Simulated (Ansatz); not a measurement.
TePb: pressure as volume scale varies

Results calculated with Ansatz 0.2.0, not measured. Periodic Kohn-Sham DFT of a crystal at fixed atoms, scaled to volume_scale times the given cell; pressure positive in compression, energy less spherical unpolarised free atoms, largest_vzz the field gradient of largest size among the nuclei.

The cell before it is scaled or strained (space group Fm-3m, No. 225):
```
TePb
1.0
      0.0000     3.2270     3.2270
      3.2270     0.0000     3.2270
      3.2270     3.2270     0.0000
Te Pb
1 1
Direct
  0.50000 0.50000 0.50000
  0.00000 0.00000 0.00000
```

Settings of every row: method all-electron LAPW; functional PBEsol; relativity scalar; k mesh 10x10x10; filling fermi-dirac; smearing width 0.03 eV; basis error target 0.5 meV/atom; nucleus gaussian.

Atom start moment: 0 on all atoms.

Limits: no spin-orbit coupling on heavy atoms.

```
row  volume scale  V (Å³/atom)  pressure (GPa)  energy less free atoms (eV/atom)
  1          0.94       31.588           2.898                           -4.0991
  2          0.96        32.26            1.74                           -4.1088
  3          0.98       32.932           0.704                           -4.1139
  4          0.99       33.268           0.227                           -4.1149
  5             1       33.604          -0.223                           -4.1149
  6          1.01       33.941          -0.649                           -4.1139
  7          1.02       34.277               ?                                 ?
  8          1.04       34.949          -1.794                           -4.1061
  9          1.06       35.621          -2.458                           -4.0972
```

Question: what pressure should row 7 give?

Worked fit of pressure. Take u = (V_r/V)^(2/3) − 1 with V_r = 33.436 Å³ an atom, which is twice the finite (Eulerian) strain; such expansions in the strain, on which the Birch-Murnaghan equation of state is built, carry the rest volume and the bulk modulus. The shown rows have u = 0.03863, 0.02416, 0.01018, 0.00336, -0.00334, -0.00994, -0.02907, -0.04132. Least squares give pressure = −0.0006 + 67.199 × u + 195.2 × u² + 199 × u³ GPa; a parabola predicts inner rows, each left out in turn, worse (root mean square 0.003 against 0.00043 GPa). All shown rows lie on it to the printed digit. The pressure vanishes at u = 0.0000, or V = 33.44 Å³ an atom, and there the bulk modulus at fixed shape and fractions is B = −V dP/dV = (2/3)(1 + u) dP/du = 44.8 GPa. The withheld row has u = -0.01642, so the fit gives −0.0006 + 67.199 × (-0.01642) + 195.2 × (-0.01642)² + 199 × (-0.01642)³ = -1.052 GPa.

The calculation gave -1.052 GPa. The fit meets it to the printed digit.

The other values of row 7: energy less free atoms -4.1121 eV/atom.
